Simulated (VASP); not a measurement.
# InP (Fm-3m) in VASP: notebook, part 2 of 2

VASP 6.6.1.

### 4 Single point, PBEsol

File INCAR:

```
SYSTEM = InP
  PREC = Accurate
  ENCUT = 600
  EDIFF = 1E-6
  ISMEAR = 0
  SIGMA = 0.05
  LREAL = .False.
  LASPH = .True.
  NELM = 100
  ALGO = Normal
  ISIF = 2
  LWAVE = .False.
  LCHARG = .False.
  GGA = PS
  ADDGRID = .False.
```

File KPOINTS:

```
regular mesh
0
Gamma
  7 7 7
  0 0 0
```

File POSCAR:

```
InP
1.0
    0.0000000000      2.7688340000      2.7688340000
    2.7688340000      0.0000000000      2.7688340000
    2.7688340000      2.7688340000      0.0000000000
In P
1 1
Direct
    0.0000000000      0.0000000000      0.0000000000
    0.5000000000      0.5000000000      0.5000000000
```

Potentials or basis: VASP PAW PBE potentials, release 64 (In_d, P).

Run with:

```
$ cat potpaw_PBE.64/In_d/POTCAR potpaw_PBE.64/P/POTCAR > POTCAR
$ mpirun -np 1 vasp_std > vasp.out
```

OUTCAR:

```text
SYSTEM = InP
   PREC = Accurate
   ENCUT = 600
   EDIFF = 1E-6
   ISMEAR = 0
   LREAL = .False.
   LASPH = .True.
   NELM = 100
   ISIF = 2
   GGA = PS

 Found     20 irreducible k-points:

 Following reciprocal coordinates:
            Coordinates               Weight
  0.000000  0.000000  0.000000      1.000000
  0.142857  0.000000  0.000000      8.000000
  0.285714  0.000000  0.000000      8.000000
  0.428571  0.000000  0.000000      8.000000
  0.142857  0.142857  0.000000      6.000000
  0.285714  0.142857  0.000000     24.000000
   k-points           NKPTS =     20   k-points in BZ     NKDIM =     20   number of bands    NBANDS=     13
   number of dos      NEDOS =    301   number of ions     NIONS =      2
   total plane-waves  NPLWV =  32768
   dimension x,y,z NGX =    32 NGY =   32 NGZ =   32
   dimension x,y,z NGXF=    64 NGYF=   64 NGZF=   64
   ions per type =               1   1
   NGX,Y,Z   is equivalent  to a cutoff of  13.59, 13.59, 13.59 a.u.
   NGXF,Y,Z  is equivalent  to a cutoff of  27.17, 27.17, 27.17 a.u.
 SYSTEM =  InP
   PREC   = accura    normal or accurate (medium, high low for compatibility)
   ISTART =      0    job   : 0-new  1-cont  2-samecut
   ICHARG =      2    charge: 1-file 2-atom 10-const
   ISPIN  =      1    spin polarized calculation?
   LNONCOLLINEAR =      F non collinear calculations
   LSORBIT =      F    spin-orbit coupling
   LASPH  =      T    aspherical Exc in radial PAW
   ENCUT  =  600.0 eV  44.10 Ry    6.64 a.u.   7.82  7.82  7.82*2*pi/ulx,y,z
   NELM   =    100;   NELMIN=  2; NELMDL= -5     # of ELM steps
   EDIFF  = 0.1E-05   stopping-criterion for ELM
   LREAL  =      F    real-space projection
   EDIFFG = 0.1E-04   stopping-criterion for IOM
   NSW    =      0    number of steps for IOM
   IBRION =     -1    ionic relax: 0-MD 1-quasi-New 2-CG
   NFREE  =      0    steps in history (QN), initial steepest desc. (CG)
   ISIF   =      2    stress and relaxation
   ISYM   =      2    0-nonsym 1-usesym 2-fastsym
   POTIM  = 0.5000    time-step for ionic-motion
   TEBEG  =    0.0;   TEEND  =   0.0 temperature during run
   PSTRESS=    0.0 pullay stress
   NELECT =      18.0000    total number of electrons
   NUPDOWN=      -1.0000    fix difference up-down
   EMIN   =  10.00;   EMAX   =-10.00  energy-range for DOS
   EFERMI =   0.00;   METHOD = LEGACY
   ISMEAR =     0;   SIGMA  =   0.05  broadening in eV -4-tet -1-fermi 0-gaus
   EFERMI_NEDOS =   21; number of points for ismear=-14 and -15
   IALGO  =     38    algorithm
   IMIX   =      4    mixing-type and parameters
     AMIX     =   0.40;   BMIX     =  1.00
[... 20 lines left out ...]
 Free energy of the ion-electron system (eV)
  ---------------------------------------------------
  ext. energy  EPLUGINS =         0.00000000
  ---------------------------------------------------
  free energy    TOTEN  =        -8.78463780 eV

  energy without entropy =       -8.78285062  energy(sigma->0) =       -8.78374421

 E-fermi :   7.0371     XC(G=0): -10.5522

 val. band max:        6.8359762383   @ k =   0.2857   0.0000   0.0000
 cond. band min:       7.0372070526   @ k =   0.4286   0.0000   0.0000
 fundamental gap:      0.2012308143
 Fermi energy:         7.0371311869

 k-point     1 :       0.0000    0.0000    0.0000
  band No.  band energies     occupation
      1      -7.1892      2.00000
      2      -7.1892      2.00000
      3      -7.1671      2.00000
      4      -7.1671      2.00000
      5      -7.1671      2.00000
      6      -5.1093      2.00000
      7       6.6434      2.00000
      8       6.6434      2.00000
      9       6.6434      2.00000
     10       7.3942      0.00000
     11      13.9870      0.00000
     12      13.9870      0.00000
     13      13.9870      0.00000
[... 66 lines left out ...]
  band No.  band energies     occupation
      1      -7.2714      2.00000
      2      -7.1911      2.00000
      3      -7.1804      2.00000
      4      -7.1270      2.00000
      5      -7.1131      2.00000
      6      -4.1634      2.00000
      7       3.1353      2.00000
      8       5.9303      2.00000
      9       6.2138      2.00000
     10       9.1831      0.00000
     11      11.3939      0.00000
     12      12.5137      0.00000
     13      13.3360      0.00000

 [... further k-points ...]

------------------------ aborting loop because EDIFF is reached ----------------------------------------

  FORCE on cell =-STRESS in cart. coord.  units (eV):
  Direction    XX          YY          ZZ          XY          YZ          ZX
  --------------------------------------------------------------------------------------
  -------------------------------------------------------------------------------------
  Total       -0.8650874     -0.8650874     -0.8650874      0.0000000     -0.0000000      0.0000000
  in kB      -32.6474918    -32.6474918    -32.6474918      0.0000000     -0.0000000      0.0000000
  external PRESSURE =     -32.6474918 kB  Pullay stress =       0.0000000 kB

 VOLUME and BASIS-vectors are now :
 -----------------------------------------------------------------------------
  energy-cutoff  :      600.00
  volume of cell :       42.45
      direct lattice vectors                 reciprocal lattice vectors
     0.000000000  2.768834000  2.768834000    -0.180581429  0.180581429  0.180581429
     2.768834000  0.000000000  2.768834000     0.180581429 -0.180581429  0.180581429
     2.768834000  2.768834000  0.000000000     0.180581429  0.180581429 -0.180581429

 POSITION                                       TOTAL-FORCE (eV/Angst)
 -----------------------------------------------------------------------------------
      0.00000      0.00000      0.00000         0.000000      0.000000     -0.000000
      2.76883      2.76883      2.76883        -0.000000     -0.000000      0.000000
 -----------------------------------------------------------------------------------
    total drift:                                0.000000     -0.000000     -0.000000

  FREE ENERGIE OF THE ION-ELECTRON SYSTEM (eV)
  ---------------------------------------------------
  free  energy   TOTEN  =        -8.7846378028 eV

  energy  without entropy=       -8.7828506220  energy(sigma->0) =       -8.78374421
```

OSZICAR:

```text
N       E                     dE             d eps       ncg     rms          rms(c)
DAV:   1     0.112306028257E+03    0.11231E+03   -0.93471E+03   520   0.177E+03
DAV:   2    -0.176484417489E+01   -0.11407E+03   -0.11071E+03   555   0.367E+02
DAV:   3    -0.885604121007E+01   -0.70912E+01   -0.67720E+01   680   0.872E+01
DAV:   4    -0.904121268202E+01   -0.18517E+00   -0.18421E+00   614   0.143E+01
DAV:   5    -0.905076116396E+01   -0.95485E-02   -0.95479E-02   792   0.295E+00    0.455E+00
DAV:   6    -0.879665255419E+01    0.25411E+00   -0.58451E-01   723   0.154E+01    0.259E+00
DAV:   7    -0.878705989422E+01    0.95927E-02   -0.63573E-02   726   0.268E+00    0.108E+00
DAV:   8    -0.878471874278E+01    0.23412E-02   -0.41056E-03   585   0.860E-01    0.175E-01
DAV:   9    -0.878462897151E+01    0.89771E-04   -0.36938E-04   813   0.318E-01    0.811E-02
DAV:  10    -0.878463544513E+01   -0.64736E-05   -0.26312E-05   676   0.552E-02    0.312E-02
DAV:  11    -0.878463774987E+01   -0.23047E-05   -0.42219E-06   590   0.206E-02    0.383E-03
DAV:  12    -0.878463780275E+01   -0.52878E-07   -0.19160E-07   290   0.853E-03
   1 F= -.87846378E+01 E0= -.87837442E+01  d E =-.178718E-02
```

stdout:

```text
POSCAR found type information on POSCAR InP
 POSCAR found :  2 types and       2 ions
 scaLAPACK will be used
 -----------------------------------------------------------------------------
|                                                                             |
|                                                                             |
|     You enforced a specific xc type in the INCAR file but a different       |
|     I HOPE YOU KNOW WHAT YOU ARE DOING!                                     |
|                                                                             |
 -----------------------------------------------------------------------------

 LDA part: xc-table for (Slater+PW92), standard interpolation
 POSCAR, INCAR and KPOINTS ok, starting setup
 FFT: planning ... GRIDC
 FFT: planning ... GRID_SOFT
 FFT: planning ... GRID
 WAVECAR not read
 entering main loop
```

Wall time 4.9 s (1 thread of Intel Xeon 6975P-C (Granite Rapids), shared host); peak memory 0.17 GiB.

The run converged, but some of its settings lie outside the range that counts as converged, so its numbers aren't taken as properties of the crystal.

Results:

| Quantity | Value |
| --- | --- |
| Free energy | -8.7846 eV |
| Pressure | -3.3 GPa |
| Band gap on the k mesh | none (metal or under the smearing width) |

Caveat: the PAW data sets were made with another functional, which shifts forces and pressure a little.
